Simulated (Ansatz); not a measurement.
## GaN: changing spin-orbit coupling

```cif
data_structure
_symmetry_space_group_name_H-M 'F-43m'
_symmetry_Int_Tables_number 216
_cell_length_a 4.5070
_cell_length_b 4.5070
_cell_length_c 4.5070
_cell_angle_alpha 90.000
_cell_angle_beta 90.000
_cell_angle_gamma 90.000
_cell_volume 91.55
loop_
_atom_site_label
_atom_site_type_symbol
_atom_site_symmetry_multiplicity
_atom_site_Wyckoff_symbol
_atom_site_fract_x
_atom_site_fract_y
_atom_site_fract_z
_atom_site_occupancy
Ga1 Ga 4 a 0.00000 0.00000 0.00000 1
N1 N 4 d 0.25000 0.25000 0.75000 1
```

The cell is a database's computed one, not the measured one.

Kept alike: task band structure; functional PBEsol; k mesh 10 × 10 × 10; occupations fermi-dirac, width 0.05 eV. Program: Ansatz, Ansatz PAW, cutoff 420 eV. The mesh is that of the run's cell of 2 atoms.

| spin-orbit coupling | band gap (eV) |
| --- | --- |
| off | 1.665 |
| on | 1.661 |

Gaps are the smaller of the mesh's and the band path's. All rows use potentials made for PBE.

Problem. What does spin-orbit coupling change here?

Solution. The band gap runs from 1.661 (on) to 1.665 eV (off). Spin-orbit coupling splits p and d bands at the edges, and the more so the heavier the atoms.
